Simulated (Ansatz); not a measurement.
**Convergence notes, G0W0 on RbCl (Fm-3m)**

RbCl (started from an entry of an open crystallographic database), relaxed with r2SCAN; one-shot G0W0 in Ansatz without spin-orbit coupling. No spin polarisation and no zero-point or thermal motion.

```cif
data_structure
_symmetry_space_group_name_H-M 'Fm-3m'
_symmetry_Int_Tables_number 225
_cell_length_a 6.6115
_cell_length_b 6.6115
_cell_length_c 6.6115
_cell_angle_alpha 90.000
_cell_angle_beta 90.000
_cell_angle_gamma 90.000
_cell_volume 289.00
loop_
_atom_site_label
_atom_site_type_symbol
_atom_site_symmetry_multiplicity
_atom_site_Wyckoff_symbol
_atom_site_fract_x
_atom_site_fract_y
_atom_site_fract_z
_atom_site_occupancy
Rb1 Rb 4 a 0.00000 0.00000 0.00000 1
Cl1 Cl 4 b 0.50000 0.00000 0.00000 1
```

Gaps are read over the mesh points alone. G0W0 values are finite-basis, finite-mesh values.

| start | potentials | frequency model | mesh | empty bands | screening cutoff (eV) | Kohn-Sham gap (eV) | G0W0 gap (eV) | rough cost |
| --- | --- | --- | --- | --- | --- | --- | --- | --- |
| PBE | PAW | contour deformation | 4×4×4 | 117 | 80 | 4.96 | 7.44 | 7 core-seconds |
| PBE | PAW | contour deformation | 4×4×4 | 271 | 140 | 4.96 | 7.61 | 28 core-seconds |
| PBE | PAW | contour deformation | 4×4×4 | 499 | 210 | 4.96 | 7.71 | 2 core-minutes |
| HSE06 | PAW | contour deformation | 4×4×4 | 271 | 140 | 6.25 | 8.22 | 90 core-seconds |
| LDA | PAW | contour deformation | 4×4×4 | 271 | 140 | 4.51 | 7.46 | 27 core-seconds |
| r2SCAN | PAW | contour deformation | 4×4×4 | 271 | 140 | 5.56 | 7.96 | 30 core-seconds |
| PBE | PAW | Godby-Needs pole | 4×4×4 | 271 | 140 | 4.96 | 7.61 | 50 core-seconds |
| PBE | PAW | contour deformation | 6×6×6 | 117 | 80 | 4.96 | 7.43 | 50 core-seconds |
| PBE | norm-conserving | contour deformation | 4×4×4 | 271 | 140 | 4.96 | 7.62 | 40 core-seconds |

The quasiparticle gap on this mesh is 7.71 eV (direct at Γ), against 4.96 eV from PBE: +2.75 eV. Renormalisation factors Z lie between 0.79 and 0.87.

Raising bands and cutoff together moves the gap by +0.17 eV (80 to 140 eV), then +0.10 eV (140 to 210 eV); the last step is still large, so the basis limit isn't reached. Starting from HSE06 (6.25 eV against PBE's 4.96 eV) gives 8.22 eV, +0.61 eV from G0W0@PBE at the same screening cutoff. Starting from LDA (4.51 eV against PBE's 4.96 eV) gives 7.46 eV, -0.15 eV from G0W0@PBE at the same screening cutoff. Starting from r2SCAN (5.56 eV against PBE's 4.96 eV) gives 7.96 eV, +0.35 eV from G0W0@PBE at the same screening cutoff. The Godby-Needs plasmon pole differs from contour deformation by 0.00 eV. A 6×6×6 mesh in place of 4×4×4 changes the opening over PBE by -0.01 eV (the gap on the mesh by -0.01 eV). Norm-conserving potentials (wave cutoff 789 eV against 420 eV) shift the quasiparticle gap by +0.01 eV and the PBE gap by 0.00 eV. r2SCAN runs take a wave cutoff of 500 eV.
